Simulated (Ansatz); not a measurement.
# CoO (Fm-3m) in Ansatz: notebook, part 2 of 2

Ansatz 0.2.0. The steps go on from the part before.

### 3 Elastic constants, LDA, collinear spin, ferromagnetic start

input.yaml

```yaml
crystal:
  lattice:
    - [0.0, 2.1315, 2.1315]
    - [2.1315, 0.0, 2.1315]
    - [2.1315, 2.1315, 0.0]
  atoms:
    - { symbol: Co, position: [0.0, 0.0, 0.0], spin: 2.0 }
    - { symbol: O, position: [0.5, 0.5, 0.5] }
hamiltonian:
  xc: lda
  pseudopotentials: { kind: paw }
magnetization:
  spin_polarized: true
kpoints:
  mp_grid: { grid: [8, 8, 8] }
scf:
  occupations: { method: fermi_dirac, width: 0.05 }
output:
  forces: true
  stress: true
elastic:
  mode: clamped_ion
  stencil: two_point
```

Potentials or basis: Ansatz PAW.

On the command line:

```sh
> ansatz run input.yaml --threads 2 --pin off --max-ram 5632MiB --backend cpu --events-out ev --progress --plain --runs-dir out
```

Log:

```text
Warning: RAYON_NUM_THREADS=2 ignored (pool sized by the plan → 2); use --threads N
Engine: ansatz 0.2.0, x86_64-unknown-linux-gnu
Pseudopotentials: kind: paw
Pseudopotential: Co, paw, valence charge 17, recommended cutoff 420 eV (normal), Co.paw.azcp
Pseudopotential: O, paw, valence charge 6, recommended cutoff 420 eV (normal), O.paw.azcp
Functional definition: SPW92
  exchange = slater_x
  correlation = pw_c
Crystal: 2 atoms, lattice volume = 19.368 Å³
Basis set: ecut = 420 eV, 339 PW (Γ)
Bands: 17, of which v1, the nominal top of the filled ones, is band 12 counted from 1 (11 counted from 0)
Symmetry: 48 space group operations
Space group: Fm-3m (ITA 225), of the structure as read, at distance tolerance 2.7e-5 Å
Magnetic group: BNS 225.116 (UNI 1618), of the structure as read, at distance tolerance 2.7e-5 Å
k-points: 29 of 512
Non-local potential: Co, projectors of the file, l = 0: 3, l = 1: 2, l = 2: 3, l = 3: 1
Non-local potential: O, projectors of the file, l = 0: 2, l = 1: 2, l = 2: 1
PAW form: soft (Blöchl's): semilocal exchange-correlation on the pseudo side does not see the compensation charge
PAW frozen core: Co, regenerated for the run's functional, and the local potential with it (the file was generated under x = pbe(κ = 0.804, μ = 0.2195149727645171), c = pbe(β = 0.06672455060314922))
PAW frozen core: O, regenerated for the run's functional, and the local potential with it (the file was generated under x = pbe(κ = 0.804, μ = 0.2195149727645171), c = pbe(β = 0.06672455060314922))
PAW one-centre angular grid: Co, 590 points (default); XC on 64 Gauss nodes
PAW one-centre angular grid: O, 110 points (default); XC on 64 Gauss nodes
Initial density: superposition of atomic densities (chi_scale 0.1, normalization cell, long waves kept (reshape's long-wave potential 0.00 eV rms))
Starting moments: Σ|m| = 2 μB on 1 of 2 sites
Initial wavefunctions: pseudopotential atomic-orbital guess
Functional: x = slater, c = lda
SCF 1 converged in 13 iterations: F = -5616.288661 eV  dr2 = 4.85e-10
a single point of the input's cell can leave the moments in the input for a lower state (scf.lower_state_search): this run first made a single point of its cell. This run's own SCFs start from the density of the state that the single point found, with the moments in the input. The single point stayed on the moments in the input.
Initial density: read from a saved state, or passed on in memory by an earlier SCF of this step, an earlier step, the calling program or the single point that the run made first
Stability of the state it starts from, as read at its close in the collinear treatment: not read negative (Ritz values of 1 − χ₀K, real part plus size of imaginary part, from 0.65 to 0.86, by its mixing steps under the symmetry group of the SCF that read it); its run was given moments
Starting moments: Σ|m| = 2 μB on 1 of 2 sites; this step starts from the density that it was given
iter 1 solved again at ethr=6.70e-9 eV; its pass at ethr=3.10e-3 eV (dr2=1.54e-6 eV) is discarded
SCF iter   1: F=—  HF=-5616.288661 eV  |F-HF|=—  |Δ(HF+E_count)|=         —  Δρ=1.61e-6 (↑1.61e-6 ↓1.25e-6)  dr2=1.22e-10  dr2_m=3.33e-10  M=2.865 μB ∫|m|=2.876 μB  β_m=0.65  ethr=6.70e-9  ⟨swp⟩=3.2  Hψ=7293  notcnv=0
preconditioner: auto → none  [metal: Δε(μ)=0.006 eV  Ē_g=13.493 eV  σ=0.050 eV  W_gap=0.03  n_scr=0 (ndim 8)  ℏωp=32.7 eV  f_vac=0.000  D(μ)=4.06/eV (n_scr^D=64)]
SCF iter   2: F=—  HF=-5616.288661 eV  |F-HF|=—  |Δ(HF+E_count)|=   4.26e-9  Δρ=7.66e-7 (↑7.34e-7 ↓7.66e-7)  dr2=1.47e-11  dr2_m=9.09e-11  M=2.865 μB ∫|m|=2.875 μB  β_m=0.65  ethr=5.32e-13 (applied; sched 1.00e-12)  ⟨swp⟩=3.0  Hψ=2064  notcnv=0
SCF iter   3: F=—  HF=-5616.288661 eV  |F-HF|=—  |Δ(HF+E_count)|=  6.37e-12  Δρ=2.62e-7 (↑2.62e-7 ↓1.11e-7)  dr2=1.49e-11  dr2_m=1.94e-12  M=2.865 μB ∫|m|=2.875 μB  β_m=0.60  ethr=6.39e-14 (applied; sched 1.00e-12)  ⟨swp⟩=2.2  Hψ=1524  notcnv=0
SCF iter   4: F=—  HF=-5616.288661 eV  |F-HF|=—  |Δ(HF+E_count)|=  3.64e-12  Δρ=9.90e-8 (↑8.72e-8 ↓9.90e-8)  dr2=7.92e-13  dr2_m=1.39e-12  M=2.865 μB ∫|m|=2.875 μB  β_m=0.65  ethr=6.47e-14 (applied; sched 1.00e-12)  ⟨swp⟩=2.0  Hψ=1383  notcnv=0
SCF iter   5: F=—  HF=-5616.288661 eV  |F-HF|=—  |Δ(HF+E_count)|=  1.82e-12  Δρ=2.85e-8 (↑2.85e-8 ↓2.06e-8)  dr2=2.60e-14  dr2_m=8.84e-14  M=2.865 μB ∫|m|=2.875 μB  β_m=0.70  ethr=3.44e-15 (applied; sched 1.00e-12)  ⟨swp⟩=2.0  Hψ=1396  notcnv=0
SCF iter   6: F=—  HF=-5616.288661 eV  |F-HF|=—  |Δ(HF+E_count)|=  1.82e-12  Δρ=2.36e-8 (↑1.85e-8 ↓2.36e-8)  dr2=1.06e-13  dr2_m=3.61e-14  M=2.865 μB ∫|m|=2.875 μB  β_m=0.62  ethr=4.35e-16 (applied; sched 1.00e-12)  ⟨swp⟩=2.0  Hψ=1619  notcnv=0
SCF iter   7: F=—  HF=-5616.288661 eV  |F-HF|=—  |Δ(HF+E_count)|=  3.64e-12  Δρ=8.15e-9 (↑5.59e-9 ↓8.15e-9)  dr2=1.78e-15  dr2_m=7.14e-15  M=2.865 μB ∫|m|=2.875 μB  β_m=0.81  ethr=4.63e-16 (applied; sched 1.00e-12)  ⟨swp⟩=2.4  Hψ=1646  notcnv=0
[... 60 lines left out ...]
SCF 6 converged in 9 iterations: F = -5616.288750 eV  dr2 = 7.16e-14
SCF converged after 8 iterations
Magnetization: 2.8650 μB (12.9325 up, 10.0675 down)
Absolute magnetization: 2.8755 μB (∫|ρ↑−ρ↓|, with the PAW one-centre terms)
Spin contamination: 0.0079 ħ² per cell (⟨S²⟩ above its minimum at these occupations)
Per-site moments (μB) at R_I (Å): [(2.4115721450099015, 0.87924375), (0.33512222343834164, 0.87924375)]
Free energy (F): -5616.288661 eV
Harris-Foulkes:  -5616.288661 eV  (|F-HF|=1.82e-12)
Internal energy: -5616.255407 eV  (E = F + TS)
E sigma→0 (E₀):  -5616.272034 eV
Entropy (-TS):   -0.033254 eV (-16.627 meV/atom)
Fermi energy:    13.513247 eV
--- Per-component energies (eV) ---
  E_band       = -310.636570
  E_kinetic    = 616.028520
  E_local      = -3440.107758  (includes V_loc(G=0)·N_el)
  E_nonlocal   = 519.999780
  E_hartree    = 1406.941833
  E_xc         = -225.513603
  E_vxc        = -291.825855  (∫ρ·V_xc dr)
  E_paw        = -1602.056782  (= ΣΔE_a)
  E_vpaw       = -528.617417  (= ΣTr[D̂ρ^β])
  E_aug_tail   = 0.002497  (compensation charges beyond the density's cutoff)
  E_ewald      = -2892.065066
  E_core_change = 0.515172  (= ΣΔE_core)
  E_smearing   = -0.033254  (= −TS)
  E_closure    = -0.000000  (closes the sum)
  Σ components = -5616.288661   (vs F -5616.288661, Δ=0.00e0)
--- Forces (eV/Å), atoms counted from 1 ---
  atom   1  Co    -0.00000000    -0.00000000    -0.00000000
  atom   2  O      0.00000000    -0.00000000     0.00000000
  max |Σ_I F_I| component: 1.09e-29 eV/Å
--- Stress (GPa, compression-positive) ---
      -19.381650      -0.000000       0.000000
       -0.000000     -19.381650       0.000000
       -0.000000      -0.000000     -19.381650
  P = ⅓ Tr σ = -19.3817 GPa (-193.817 kbar)
--- Band table (eV; the first three rows and the last of 58) ---
  k-point 0 ↑: bands = ["-82.4947", "-46.1522", "-46.1522", "-46.1522", "-6.6351", "10.1536", "10.1536", "10.1536", "10.4035", "10.4035", "10.4067", "10.4067", "10.4067", "14.2958", "29.9763", "31.2703", "31.2703"]
  k-point 1 ↑: bands = ["-82.4942", "-46.1580", "-46.1530", "-46.1530", "-6.4702", "8.8640", "9.1382", "9.1382", "10.5113", "10.5113", "10.7948", "11.4822", "11.4822", "15.2760", "27.5272", "30.6027", "30.6027"]
  k-point 2 ↑: bands = ["-82.4929", "-46.1718", "-46.1549", "-46.1549", "-6.0423", "7.0841", "8.2221", "8.2221", "10.7738", "10.7738", "11.1138", "12.5633", "12.5633", "16.9395", "24.7185", "28.7298", "28.7298"]
  k-point 28 ↓: bands = ["-79.6452", "-43.4188", "-43.4188", "-43.4069", "-4.6175", "7.7419", "7.7419", "8.2591", "13.1350", "13.1350", "13.6954", "13.9664", "14.7093", "22.0650", "23.7886", "23.7886", "26.4645"]
--- Elastic constants: 2 strain directions × 2 members + reference (group order 48) ---
  dense FFT box of the reference and of every strained cell: 24×24×24
  strains applied: 11, 23; error gains: componentwise 1.00 (the most a stress slope's error grows in a printed constant), spectral 1.73 (1 for all six strains in a standard setting)
  C = ∂σ_k/∂η_j (tension-positive GPa; Voigt order 11 22 33 23 13 12):
       114.855    137.773    137.773     -0.000     -0.000      0.000
       137.773    114.855    137.773      0.000     -0.000     -0.000
       137.773    137.773    114.855     -0.000      0.000      0.000
         0.000     -0.000     -0.000     -9.675      0.000      0.000
        -0.000      0.000      0.000     -0.000     -9.675     -0.000
         0.000     -0.000      0.000     -0.000      0.000     -9.675
  reference stress σ⁰ (GPa):     19.382     19.382     19.382      0.000      0.000      0.000
  C* (energy form; C + prestress term) asymmetry max|C*_kj − C*_jk| = 2.842e-14 GPa — a small one proves nothing (zero by symmetry where the batch's group is 432, −43m or m−3m); a large one is finite-difference/SCF noise where every solve meets its electron count
  moduli (Voigt/Reuss/Hill, GPa): K = 130.13/130.13/130.13   G = -10.39/-10.32/-10.35   E = -31.90   ν = 0.541
  mechanically stable: NO (min eigenvalue of sym C = -22.92 GPa)
  strain η (Voigt 11):  stress-route row diagonal C_11 = 114.86 GPa, energy-path curvature d²(F+E_count+ΔE)/dδ²/Ω₀ = 122.13 GPa
         δ    σ_11 (GPa)             F (eV)   n_scf  n_hpsi   n_pw
    -2.000e-3      19.1482       -5616.2933702      11   46599    388
     2.000e-3      19.6076       -5616.2840358       9   35929    391
  strain η (Voigt 23):  stress-route row diagonal C_44 = -9.67 GPa, energy-path curvature d²(F+E_count+ΔE)/dδ²/Ω₀ = -11.67 GPa
         δ    σ_23 (GPa)             F (eV)   n_scf  n_hpsi   n_pw
    -2.000e-3       0.0194       -5616.2887501      10   66913    391
     2.000e-3      -0.0193       -5616.2887501       9   59406    391
```

elastic.tsv:

```text
# convention: tension-positive GPa; Voigt order 11 22 33 23 13 12; engineering shear strains; stresses and constants hold the Pulay correction, whose part of sigma0, of c and of each member's stress the lines and columns named pulay_correction_..._gpa give (of c_energy it is that of c and, on the columns of strains 1 to 3, that of sigma0; of a layer's constants it is that of c in the plane, times a tenth of its plane spacing in ang); where a line pulay_correction_withheld stands none holds it
[... 15 lines left out ...]
6	2.1705079621e-29	-2.4860521546e-29	3.9443045261e-30	-2.3665827157e-30	1.3239324727e-47	-9.6746473826e0	6.9483335492e-17	6.9483335492e-17	6.9483335492e-17	-2.3665827157e-30	1.3239324727e-47	-9.6746473826e0	-6.4644692419e-31	6.7726175647e-31	2.4651903288e-32	-8.6241507225e-49	-1.7248301445e-48	1.2604210401e0
```

elastic_members.tsv:

```text
# convention: tension-positive GPa; Voigt order 11 22 33 23 13 12; engineering shear strains; stresses and constants hold the Pulay correction, whose part of sigma0, of c and of each member's stress the lines and columns named pulay_correction_..._gpa give (of c_energy it is that of c and, on the columns of strains 1 to 3, that of sigma0; of a layer's constants it is that of c in the plane, times a tenth of its plane spacing in ang); where a line pulay_correction_withheld stands none holds it
[... 13 lines left out ...]
3	2.0000000000e-3	1.9383012270e1	1.9384243272e1	1.9384243272e1	-1.9346170546e-2	2.7793334197e-16	3.4741667746e-16	-5.6162887501e3	-5.6162721236e3	9	59406	391	nan	nan	0.0000000000e0	-9.8690394076e-1	-9.8023473807e-1	-9.8023473807e-1	2.5208901158e-3	-0.0000000000e0	3.7998699097e-18	1.2894093213e-4	0.0000000000e0
```

Wall time 7.9 s (2 threads of Intel Xeon Platinum 8488C (Sapphire Rapids), shared host); peak memory 0.38 GiB.

Results:

```
Free energy                                 : -5616.2887 eV
Pressure                                    : -19.4 GPa
Band gap on the k mesh                      : none (metal or under the smearing width)
Net moment                                  : 2.86 μB per cell
Absolute moment                             : 2.88 μB per cell
Site moments                                : Co +2.41; O +0.34 μB
Clamped-ion elastic constants C11, C12, C44 : 115, 138, -10 GPa
Voigt bulk modulus                          : 130 GPa
```

Elastic tensor in Voigt notation (GPa, ions clamped, in the Cartesian axes of the cell as first typed):
```
115 138 138   0   0   0
138 115 138   0   0   0
138 138 115   0   0   0
  0   0   0 -10   0   0
  0   0   0   0 -10   0
  0   0   0   0   0 -10
```

Caveat: the cell is more than 3 GPa from zero pressure, which shifts response properties; the elastic tensor has a negative eigenvalue, so either the cell is unstable as it stands or the mesh is too thin; so large a pressure means that the cell lies far from this level's equilibrium, or that cutoff or potentials fall short; the pressure holds a Pulay correction of +1.0 GPa for the finite cutoff; a cell with one magnetic atom can't hold antiferromagnetic order, which such compounds often take; semilocal functionals often make such compounds metallic where correlation or magnetic order opens a gap, which also shifts bond lengths; the PAW data sets come from PBE, with cores solved anew for the run's functional, which leaves a small shift of forces and pressure.
